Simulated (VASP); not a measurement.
Crystal: AlN.

```
Al N
1.0
     0.00000    1.97800    1.97800
     1.97800    0.00000    1.97800
     1.97800    1.97800    0.00000
Al N
1 1
Cartesian
  0.0000 0.0000 0.0000
  1.9780 1.9780 1.9780
```

Measurements of this composition are mostly on another form, of space group No. 186.

- Program: VASP 6.6.1
- Task: relaxation of cell and atoms
- Functional: PBE
- Potentials or basis: VASP PAW PBE potentials, release 64 (Al, N)
- Cutoff: 520 eV
- k mesh: 12 × 12 × 12
- Occupations: gaussian, width 0.1 eV
- Spin: no spin polarisation

At the start: pressure 25.2 GPa; volume 7.74 Å³/atom.

Question: How do energy, volume and symmetry change on relaxing?

Answer: Over 4 steps the energy falls by 49.8 meV/atom and the volume is 8.41 Å³/atom (+8.7 %); space group Fm-3m (No. 225, to 0.05 Å).

The path:
```
step  energy change (eV)  largest force (eV/Å)  pressure (GPa)  volume (Å³)
   1              0.0000                0.0000           25.23        15.48
   2             -0.0021                0.0000          -18.93        18.37
   3             -0.0996                0.0000           -0.26        16.85
   4             -0.0996                0.0000            0.12        16.82
```

Final structure:
```
Al N
1.0
     0.00000    2.03378    2.03378
     2.03378    0.00000    2.03378
     2.03378    2.03378    0.00000
Al N
1 1
Cartesian
  0.0000 0.0000 0.0000
  2.0338 2.0338 2.0338
```
